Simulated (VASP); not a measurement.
Input of a VASP 6.6.1 run:

INCAR

```
PREC = Accurate ; ENCUT = 520
EDIFF = 1E-7 ; ISMEAR = 0
SIGMA = 0.03 ; LREAL = F
LASPH = T ; NELM = 80
ALGO = Normal ; ISIF = 2
LWAVE = F ; LCHARG = F
MAGMOM = 0 0 0 0 0 0 ; LORBIT = 11
LSORBIT = T ; GGA_COMPAT = F
GGA = PS ; NBANDS = 32
```

KPOINTS

```
regular mesh
0
Gamma
  6 6 6
```

POSCAR

```
CdTe                                    
1.0
    0.0000000000      3.2477981882      3.2477981882
    3.2477981882      0.0000000000      3.2477981882
    3.2477981882      3.2477981882      0.0000000000
  Cd              Te            
     1     1
Direct
     0.0000000000000000    0.0000000000000000    0.0000000000000000
     0.2500000000000000    0.2500000000000000    0.2500000000000000
```

The input KPOINTS_OPT:

```
explicit points
159
Reciprocal
 0.0000000000  0.0000000000  0.0000000000 1
 0.0357142857  0.0000000000  0.0357142857 1
 0.0714285714  0.0000000000  0.0714285714 1
 0.1071428571  0.0000000000  0.1071428571 1
 0.1428571429  0.0000000000  0.1428571429 1
 0.1785714286  0.0000000000  0.1785714286 1
[... 151 lines left out ...]
 0.4250000000  0.0000000000  0.4250000000 1
 0.4500000000  0.0000000000  0.4500000000 1
```

Potentials or basis: VASP PAW PBE potentials, release 64 (Cd, Te).

Command:

```sh
$ cat potpaw_PBE.64/Cd/POTCAR potpaw_PBE.64/Te/POTCAR > POTCAR
$ mpirun -np 1 vasp_ncl > vasp.out
```

**Question.** Estimate the pressure.

**Answer.** 0.1 GPa.

Caveat: the PAW data sets were made with another functional, which shifts forces and pressure a little.
